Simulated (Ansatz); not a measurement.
# MnAs: the cost of one run

Program: Ansatz 0.2.0. Level of theory: DFT PBE, scalar-relativistic, plane waves, PAW. These are calculated values, not measurements.

1 further run of the same task is left out (set aside as unsound or not needed). Runs told in other sessions of the task aren't counted.

## Step 1: Starting point

The structure is cubic, space group F-43m (No. 216). Conventional cell: a = 4.899 Å, b = 4.899 Å, c = 4.899 Å, α = 90.00°, β = 90.00°, γ = 90.00°. Mn (site symmetry -43m) has 4 As at 2.12 Å in its first shell of neighbours. Around As (site symmetry -43m) lie 4 Mn at 2.12 Å.

Structure file:

```
Mn As
1.0
     0.00000    2.44966    2.44966
     2.44966    0.00000    2.44966
     2.44966    2.44966    0.00000
Mn As
1 1
Direct
  0.00000 0.00000 0.00000
  0.25000 0.25000 0.25000
```

The moments start at Mn 3.50 μB.

## Step 2: At the starting volume

input.yaml reads:

```yaml
crystal:
  lattice:
    - [0.0, 2.4496598167, 2.4496598167]
    - [2.4496598167, 0.0, 2.4496598167]
    - [2.4496598167, 2.4496598167, 0.0]
  atoms:
    - { symbol: Mn, position: [0.0, 0.0, 0.0], spin: 3.5 }
    - { symbol: As, position: [0.25, 0.25, 0.25] }
basis:
  ecutwfc: 420
  ecutrho_ratio: 4
kpoints:
  mp_grid: { grid: [12, 12, 12] }
hamiltonian:
  xc: pbe
scf:
  occupations: { method: gaussian, width: 0.05 }
output:
  forces: true
  stress: true
  eigenvalues: true
  populations: true
magnetization:
  spin_polarized: true
```

Run with:

```bash
> ansatz run input.yaml --threads 2 --pin off --max-ram 2662MiB --backend cpu --events-out ev --progress --plain --runs-dir out
```

Q: Estimate wall time and peak memory on 2 threads of Arm Neoverse V1, shared host.

About 9.6 s, with a peak of 0.39 GiB.
